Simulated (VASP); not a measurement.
**BP in VASP 6.6.1, single-point calculation**

INCAR

```
PREC = Accurate
NBANDS = 11
EDIFF = 1E-7
ADDGRID = .TRUE.
ENCUT = 520
LREAL = .FALSE.
ISIF = 2
LWAVE = .FALSE.
ALGO = Damped
NSW = 0
TIME = 0.5
LCHARG = .FALSE.
IBRION = -1
ISMEAR = 0
SIGMA = 0.01
NELM = 120
LASPH = .TRUE.
METAGGA = R2SCAN
```

KPOINTS

```
KPOINTS created by Atomic Simulation Environment
0
Gamma
10 10 10
0 0 0
```

POSCAR

```
B  P
 1.0000000000000000
     0.0000000000000000    2.2229493554999999    2.2229493554999999
     2.2229493554999999    0.0000000000000000    2.2229493554999999
     2.2229493554999999    2.2229493554999999    0.0000000000000000
 B   P
   1   1
Cartesian
  0.0000000000000000  0.0000000000000000  0.0000000000000000
  1.1114746777500000  1.1114746777500000  1.1114746777500000
```

The recommended PBE PAW datasets give the neutral cell 8 valence electrons.

Command

```
mpirun -np 1 vasp_std
```

OSZICAR

```
N       E                     dE             d eps       ncg     rms           ort
DAV:   1     0.221871963067E+02    0.22187E+02   -0.44031E+03   517   0.740E+02
DAV:   2    -0.154076325614E+02   -0.37595E+02   -0.35202E+02   517   0.148E+02
DAV:   3    -0.188538251649E+02   -0.34462E+01   -0.32898E+01   517   0.430E+01
DAV:   4    -0.191887364908E+02   -0.33491E+00   -0.32983E+00   517   0.132E+01
DAV:   5    -0.192238774722E+02   -0.35141E-01   -0.34621E-01   517   0.372E+00
SDA:   6    -0.167694473795E+02    0.24544E+01   -0.61291E+00   517   0.123E+01   0.000E+00
DMP:   7    -0.171786285576E+02   -0.40918E+00   -0.15687E+00   517   0.172E+00   0.425E+00
DMP:   8    -0.172505887304E+02   -0.71960E-01   -0.13429E-01   517   0.338E-01  -0.209E-01
DMP:   9    -0.172555969430E+02   -0.50082E-02   -0.14238E-01   517   0.308E-01  -0.684E-02
DMP:  10    -0.172649536030E+02   -0.93567E-02   -0.50473E-02   517   0.715E-02   0.884E-02
DMP:  11    -0.172674680706E+02   -0.25145E-02   -0.69678E-03   517   0.142E-02  -0.772E-04
DMP:  12    -0.172677511215E+02   -0.28305E-03   -0.46376E-03   517   0.102E-02  -0.263E-03
DMP:  13    -0.172680526467E+02   -0.30153E-03   -0.19637E-03   517   0.300E-03   0.280E-03
DMP:  14    -0.172681597026E+02   -0.10706E-03   -0.35496E-04   517   0.594E-04   0.347E-04
DMP:  15    -0.172681762587E+02   -0.16556E-04   -0.15880E-04   517   0.337E-04  -0.577E-05
DMP:  16    -0.172681865653E+02   -0.10307E-04   -0.71959E-05   517   0.114E-04   0.883E-05
DMP:  17    -0.172681906983E+02   -0.41331E-05   -0.13980E-05   517   0.217E-05   0.187E-05
DMP:  18    -0.172681913409E+02   -0.64257E-06   -0.49713E-06   517   0.110E-05  -0.310E-06
DMP:  19    -0.172681916657E+02   -0.32482E-06   -0.28385E-06   517   0.476E-06   0.274E-06
DMP:  20    -0.172681918477E+02   -0.18200E-06   -0.70175E-07   517   0.959E-07   0.133E-06
DMP:  21    -0.172681918877E+02   -0.40005E-07   -0.15133E-07   517   0.311E-07  -0.258E-08
   1 F= -.17268192E+02 E0= -.17268192E+02  d E =-.238663E-93
```

From OUTCAR

```
k-points           NKPTS =     47   k-points in BZ     NKDIM =     47   number of bands    NBANDS=     11

   NELECT =       8.0000    total number of electrons

   dimension x,y,z NGX =    24 NGY =   24 NGZ =   24
   dimension x,y,z NGXF=    48 NGYF=   48 NGZF=   48

  energy-cutoff  :      520.00
  volume of cell :       21.97
      direct lattice vectors                 reciprocal lattice vectors
     0.000000000  2.222949355  2.222949355    -0.224926402  0.224926402  0.224926402
     2.222949355  0.000000000  2.222949355     0.224926402 -0.224926402  0.224926402
     2.222949355  2.222949355  0.000000000     0.224926402  0.224926402 -0.224926402

 k-points in reciprocal lattice and weights: KPOINTS created by Atomic Simulation Env
   0.00000000  0.00000000  0.00000000       0.001
   0.10000000  0.00000000  0.00000000       0.008
   0.20000000  0.00000000  0.00000000       0.008
   0.30000000  0.00000000  0.00000000       0.008
   0.40000000  0.00000000  0.00000000       0.008
   0.50000000  0.00000000  0.00000000       0.004
   0.10000000  0.10000000  0.00000000       0.006
   0.20000000  0.10000000  0.00000000       0.024
   ...

 E-fermi :   8.2797

 k-point     1 :       0.0000    0.0000    0.0000
  band No.  band energies     occupation
      1      -8.7014      2.00000
      2       8.1367      2.00000
      3       8.1367      2.00000
      4       8.1367      2.00000
      5      11.8786      0.00000
      6      11.8786      0.00000
      7      11.8786      0.00000
      8      17.1522      0.00000
      9      20.9609      0.00000
     10      21.0266      0.00000
     11      20.9749      0.00000

 k-point     2 :       0.1000    0.0000    0.0000
  band No.  band energies     occupation
      1      -8.5024      2.00000
      2       6.7193      2.00000
      3       7.8089      2.00000
      4       7.8089      2.00000
      5      12.3361      0.00000
      6      12.3361      0.00000
      7      12.4312      0.00000
      8      17.6269      0.00000
      9      20.2485      0.00000
     10      20.2485      0.00000
     11      21.6545      0.00000

 k-point     3 :       0.2000    0.0000    0.0000
  band No.  band energies     occupation
      1      -7.9123      2.00000
      2       4.1601      2.00000
      3       7.1898      2.00000
      4       7.1898      2.00000
      5      12.7932      0.00000
      6      13.1260      0.00000
      7      13.1260      0.00000
      8      18.6771      0.00000
      9      19.6284      0.00000
     10      19.6284      0.00000
     11      22.5446      0.00000

 k-point     4 :       0.3000    0.0000    0.0000
  band No.  band energies     occupation
      1      -6.9604      2.00000
      2       1.5682      2.00000
      3       6.6507      2.00000
      4       6.6507      2.00000
      5      12.7850      0.00000
      6      13.4364      0.00000
      7      13.4364      0.00000
      8      19.3709      0.00000
      9      20.3421      0.00000
     10      20.3703      0.00000
     11      23.0137      0.00000

 k-point     5 :       0.4000    0.0000    0.0000
  band No.  band energies     occupation
      1      -5.7597      2.00000
      2      -0.6742      2.00000
      3       6.3101      2.00000
      4       6.3101      2.00000
      5      12.7051      0.00000
      6      13.3057      0.00000
      7      13.3057      0.00000
      8      19.3761      0.00000
      9      22.2959      0.00000
     10      22.2964      0.00000
     11      24.5569      0.00000

 ...

  Total        1.4956891      1.4956891      1.4956891      0.0000000     -0.0000000      0.0000000
  in kB      109.0770059    109.0770059    109.0770059      0.0000000     -0.0000000      0.0000000
  external PRESSURE =     109.0770059 kB  Pullay stress =       0.0000000 kB

 POSITION                                       TOTAL-FORCE (eV/Angst)
 -----------------------------------------------------------------------------------
      0.00000      0.00000      0.00000        -0.000000     -0.000000     -0.000000
      1.11147      1.11147      1.11147         0.000000      0.000000      0.000000
 -----------------------------------------------------------------------------------
    total drift:                                0.000000      0.000000      0.000000

  FREE ENERGIE OF THE ION-ELECTRON SYSTEM (eV)
  ---------------------------------------------------
  free  energy   TOTEN  =       -17.2681918877 eV

  energy  without entropy=      -17.2681918877  energy(sigma->0) =      -17.26819189
```

It converged. Results: gap between bands v and c on the k mesh 1.36 eV; least direct gap on the k mesh 3.74 eV; pressure 10.9 GPa. Band v is the last that the valence electrons fill when counted band by band, and c is the next.

For comparison, a separate r²SCAN run of the intended cell, on usual settings and not on those above, gives a gap of 1.36 eV on its mesh and a pressure of 10.9 GPa.

The run above took about 44 s on one core of a shared host (Intel Xeon Platinum 8488C) and held 0.19 GiB at most.
